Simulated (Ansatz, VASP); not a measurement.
# GaP in VASP and in Ansatz

```xyz
2
Lattice="0.0000 2.7252 2.7252 2.7252 0.0000 2.7252 2.7252 2.7252 0.0000" Properties=species:S:1:pos:R:3 pbc="T T T"
Ga    0.0000    0.0000    0.0000
P     4.0879    4.0879    4.0879
```

Alike in both runs: task band structure; functional B3LYP; k mesh 4 × 4 × 4; occupations fermi-dirac, width 0.05 eV; no spin polarisation.

|  | VASP | Ansatz |
| --- | --- | --- |
| version | VASP 6.6.1 | Ansatz 0.2.0 |
| potentials or method | VASP PAW PBE potentials, release 64 (Ga_d, P) | Ansatz PAW |
| plane-wave cutoff (eV) | 520 | 420 |
| valence electrons in the cell | 18 | 18 |

|  | VASP | Ansatz | Ansatz less VASP |
| --- | --- | --- | --- |
| gap on the k mesh at the Fermi level (eV) | 2.94 | 2.90 | -0.040 |
| least direct gap on the mesh (eV) | 3.12 | 3.07 | -0.057 |
| pressure (GPa) | 4.2 | 4.2 | +0.01 |

The functional is the same, so the differences come from potentials, cutoffs and numerics.

Caveats: the k mesh is coarse (spacing up to 0.50 Å⁻¹), so the values aren't converged, least of all with exact exchange; an unscreened hybrid on a path of extra k points without a Coulomb cutoff has errors near the mesh points, so the bands along the path aren't reliable (VASP); the PAW data sets were made with another functional, which shifts forces and pressure a little (VASP); the PAW data sets come from PBE, with cores solved anew for the run's functional, which leaves a small shift of forces and pressure (Ansatz); the thresholds are loose for stress (Ansatz). A k mesh can miss the band edges.
